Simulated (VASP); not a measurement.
Si:

```
Si
1.0
     2.62054    0.00000    0.00000
    -1.31027    2.26946    0.00000
     0.00000    0.00000    2.46635
Si
1
Direct
  0.00000 0.00000 0.00000
```

This isn't the form of Si at room conditions, which is diamond.

```yaml
Program: VASP 6.6.1
Task: relaxation of cell and atoms
Functional: PBE
Potentials_or_basis: VASP PAW PBE potentials, release 64 (Si)
Cutoff: 300 eV
k_mesh: 9 × 9 × 8
Occupations: methfessel-paxton, width 0.1 eV
Spin: no spin polarisation
```

At the start: pressure 2.3 GPa; volume 14.67 Å³/atom.

How do energy, volume and symmetry change on relaxing?

Over 6 steps the energy falls by 3.2 meV/atom and the volume is 14.97 Å³/atom (+2.1 %); space group P6/mmm (No. 191, to 0.05 Å).

The path:
| step | energy change (eV) | largest force (eV/Å) | pressure (GPa) | volume (Å³) |
| --- | --- | --- | --- | --- |
| 1 | 0.0000 | 0.0000 | 2.35 | 14.67 |
| 2 | -0.0025 | 0.0000 | -1.21 | 15.13 |
| 3 | -0.0032 | 0.0000 | -0.19 | 14.99 |
| 4 | -0.0032 | 0.0000 | -0.14 | 14.98 |
| 5 | -0.0031 | 0.0000 | 0.03 | 14.96 |
| 6 | -0.0032 | 0.0000 | -0.05 | 14.97 |

Final structure:
```cif
data_structure
_symmetry_space_group_name_H-M 'P 1'
_symmetry_Int_Tables_number 1
_cell_length_a 2.6305
_cell_length_b 2.6305
_cell_length_c 2.4987
_cell_angle_alpha 90.000
_cell_angle_beta 90.000
_cell_angle_gamma 120.000
_cell_volume 14.97
loop_
_atom_site_label
_atom_site_type_symbol
_atom_site_fract_x
_atom_site_fract_y
_atom_site_fract_z
_atom_site_occupancy
Si1 Si 0.00000 0.00000 0.00000 1
```

Caveat: the cutoff is under 1.25 times the usual one of these potentials, so pressure, stress and relaxed cells hold a basis-set (Pulay) error.
